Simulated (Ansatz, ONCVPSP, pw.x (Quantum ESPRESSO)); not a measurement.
# What a changed setting does to a pw.x run (sc Pt)

Potential: optimised norm-conserving Vanderbilt (ONCV), ONCVPSP 4.0.1.1 (patched build), PBE; core [Kr] 4d10 4f14, reference 5s2 5p6 5d9 6s1; waves: 5s+6s: rc 1.70 bohr, ncon 5, nbas 9, qcut 8.5 1/bohr, 2 projectors; 5p: rc 2.10 bohr, ncon 3, nbas 8, qcut 6.2 1/bohr, 3 projectors, debl 2.2 Ha; 5d: rc 2.30 bohr, ncon 5, nbas 10, qcut 6.8 1/bohr, 2 projectors, debl 0.5 Ha; local part: polynomial inside 1.40 bohr (lpopt 4, dvloc0 4 Ha); core correction: Teter function, fcfact 3.25, rcfact 1.4.

The reference run (k-mesh 12³, cutoffs 70/280 Ry, Fermi–Dirac 0.01 Ry, mixing_beta 0.4, conv_thr 1e-9, no spin) gives -1.42 GPa at 18.193 Å³/atom, where all-electron LAPW gives -0.80 GPa. This run, with its own iteration cap, changes k-mesh points per axis to 4.

```
&control
  calculation='scf', prefix='x', pseudo_dir='./', outdir='./tmp', tstress=.true., disk_io='none'
/
&system
  ibrav=0, nat=1, ntyp=1, ecutwfc=70, ecutrho=280, nbnd=17,
  occupations='smearing', smearing='fd', degauss=0.01
/
&electrons
  conv_thr=1e-09, mixing_beta=0.4, electron_maxstep=60
/
ATOMIC_SPECIES
Pt 1.0 Pt.UPF
CELL_PARAMETERS angstrom
  2.63007484 0.00000000 0.00000000
  0.00000000 2.63007484 0.00000000
  0.00000000 0.00000000 2.63007484
ATOMIC_POSITIONS crystal
Pt 0.0000 0.0000 0.0000
K_POINTS automatic
4 4 4 0 0 0
```

```bash
pw.x < Pt.scf.in > Pt.scf.out
```

Q: How does the run end?

A: It converges in 9 iterations; the free energy moves by -481.2 meV/atom and the pressure by -5.32 GPa.

```
Message from routine setup:
     using ibrav=0 with symmetry is DISCOURAGED, use correct ibrav instead
     lattice parameter (alat)  =       4.9701  a.u.
     unit-cell volume          =     122.7724 (a.u.)^3
     number of electrons       =        18.00
     number of Kohn-Sham states=           17
     kinetic-energy cutoff     =      70.0000  Ry
     charge density cutoff     =     280.0000  Ry
     scf convergence threshold =      1.0E-09
     Exchange-correlation= PBE
     number of k points=    10  Fermi-Dirac smearing, width (Ry)=  0.0100
     iteration #  1     ecut=    70.00 Ry     beta= 0.40
     total energy              =    -252.85558190 Ry
     estimated scf accuracy    <       0.08671237 Ry
     iteration #  2     ecut=    70.00 Ry     beta= 0.40
     total energy              =    -252.86921284 Ry
     estimated scf accuracy    <       0.00200151 Ry
     iteration #  3     ecut=    70.00 Ry     beta= 0.40
     total energy              =    -252.86928524 Ry
     estimated scf accuracy    <       0.00061856 Ry
     [... 3 iterations left out ...]
     iteration #  7     ecut=    70.00 Ry     beta= 0.40
     total energy              =    -252.86932744 Ry
     estimated scf accuracy    <          3.5E-09 Ry
     iteration #  8     ecut=    70.00 Ry     beta= 0.40
     total energy              =    -252.86932744 Ry
     estimated scf accuracy    <          2.4E-09 Ry
     iteration #  9     ecut=    70.00 Ry     beta= 0.40
     the Fermi energy is    17.8566 ev
!    total energy              =    -252.86932744 Ry
     estimated scf accuracy    <          2.1E-10 Ry
     smearing contrib. (-TS)   =      -0.00602609 Ry
     The total energy is F=E-TS. E is the sum of the following terms:
     one-electron contribution =     -76.81291819 Ry
     hartree contribution      =      47.10347252 Ry
     xc contribution           =     -38.19168708 Ry
     ewald contribution        =    -184.96216861 Ry
     convergence has been achieved in   9 iterations
          total   stress  (Ry/bohr**3)                   (kbar)     P=      -67.42
     Message from routine punch:
     Nothing written, as per user request (disk_io='none')
```

The run took about 4.9 s on one core of a shared host (Neoverse-N1, 64 threads, 124 GiB, load 53).
